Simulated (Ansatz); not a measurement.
# SiNi3 in Ansatz: the effect of target pressure

The system is SiNi3.

```
CELL_PARAMETERS angstrom
3.54200 0.00000 0.00000
0.00000 3.54200 0.00000
0.00000 0.00000 3.54200
ATOMIC_POSITIONS crystal
Ni 0.50000 0.50000 0.00000
Ni 0.50000 0.00000 0.50000
Ni 0.00000 0.50000 0.50000
Si 0.00000 0.00000 0.00000
```

Alike in all runs:

| Property | Result |
| --- | --- |
| Program | Ansatz 0.2.0 |
| Task | relaxation of cell and atoms |
| Functional | PBE |
| Potentials or basis | Ansatz PAW |
| Cutoff | 420 eV (not typed: the program's choice for these potentials) |
| k mesh | 8 × 8 × 8 |
| Occupations | fermi-dirac, width 0.05 eV |
| Spin | collinear spin, ferromagnetic start |
| Starting moments | [1.0, 1.0, 1.0, 0.0] μB |

Each run relaxes the cell or the atoms first.

```tsv
target pressure	relaxed volume (Å³/atom)
0 GPa	10.78
2 GPa	10.68
5 GPa	10.54
10 GPa	10.33
20 GPa	9.97
30 GPa	?
```

Task: What does the run with target pressure 30 GPa give?

Result: Relaxed volume 9.67 Å³/atom.

Worked out: In Murnaghan's law V^(-B') rises as a straight line in P. The other rows fit best with B' = 4.8, V0 = 10.78 Å³/atom and B0 = 211 GPa, which gives 9.67 Å³/atom at 30 GPa, against the run's 9.67.

Caveats: the plane-wave basis is chosen anew once the cell has moved, so the energies of steps on either side of that aren't comparable; the starting moments weren't kept.
